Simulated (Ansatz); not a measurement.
In YN (rock salt type) the Y atom of the primitive cell, with all its periodic images, is moved by 0.02 Å along x.

```
Y N
1.0
     0.00000    2.46000    2.46000
     2.46000    0.00000    2.46000
     2.46000    2.46000    0.00000
Y N
1 1
Cartesian
  0.0200 0.0000 0.0000
  2.4600 2.4600 2.4600
```

These are results of Ansatz, PBE, plane waves, all-electron PAW datasets generated for the crystal, point nucleus, not measurements.

Cutoff 260 eV; k-mesh 8×8×8 Γ-centred; Fermi–Dirac smearing of 0.1 eV; no spin polarisation.

Problem. What force results, and what does it mean for the zone-centre vibration?

Solution. The force on it along the displacement is -0.0227 eV/Å, a force constant of 1.14 eV/Å². With the reduced mass of 12.10 u the zone-centre optical mode lies at 160 cm⁻¹ (4.79 THz) in this finite-step estimate.

```csv
atom,Fx (eV/Å),Fy (eV/Å),Fz (eV/Å)
Y1,-0.0227,0.0000,0.0000
N2,0.0227,0.0000,0.0000
```

The k-mesh is modest, so these values aren't fully converged in k.
